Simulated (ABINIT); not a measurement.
A run of ABINIT 10.8.3 (patched build) is set up as follows.

Contents of run.abi:

```
# Datasets: one volume each
ndtset 7
getwfk -1
scalecart1 3*0.9795861087
scalecart2 3*0.9864848297
scalecart3 3*0.9932883884
scalecart4 3*1.0000000000
scalecart5 3*1.0066227096
scalecart6 3*1.0131594038
scalecart7 3*1.0196128224

# Pseudopotentials
pp_dirpath "./"
pseudos "Nb.GGA_PBE-JTH.xml, P.GGA_PBE-JTH.xml"

# Structure
acell 3*1.0 Angstrom
rprim
    -1.6749232544     1.6749232544     5.7401081759
     1.6749232544    -1.6749232544     5.7401081759
     1.6749232544     1.6749232544    -5.7401081759
ntypat 2
znucl 41 15
natom 4
typat 1 1 2 2
xred
     0.2498808000     0.7498808000     0.5000000000
     0.4998808000     0.4998808000     0.0000000000
     0.8327477700     0.3327477700     0.5000000000
     0.0827477700     0.0827477700     0.0000000000

# Plane-wave basis
ecut 20.0
pawecutdg 40.0
pawxcdev 0

# k points
kptopt 1
ngkpt 11 11 11
nshiftk 1
shiftk 0.0 0.0 0.0

# Exchange and correlation
ixc -116133

# Bands and occupations
nband 22
occopt 3
tsmear 0.00183747

# SCF cycle
nstep 100
tolvrs 1.0e-9

# Output
iomode 3
prtwf 1
prtden 0
prteig 0
prtebands 0
```

Potentials or basis: JTH PAW PBE v2.0.

The run is started by

```console
$ abinit run.abi > log 2>&1
```

(1) Estimate the equilibrium volume.

(2) Estimate the pressure derivative of the bulk modulus.

(3) What does it give for the bulk modulus at fixed shape and positions?

Results:

(1) 15.59 Å³/atom.

(2) 4.3.

(3) 205 GPa.

Caveat: pressures at fixed basis lie under the slope of the energies; the cell was scaled at fixed shape and fractional positions, which overstates the stiffness of a crystal with free parameters, most of all of layers and chains; the PAW data sets were made with another functional, which shifts forces and pressure a little.
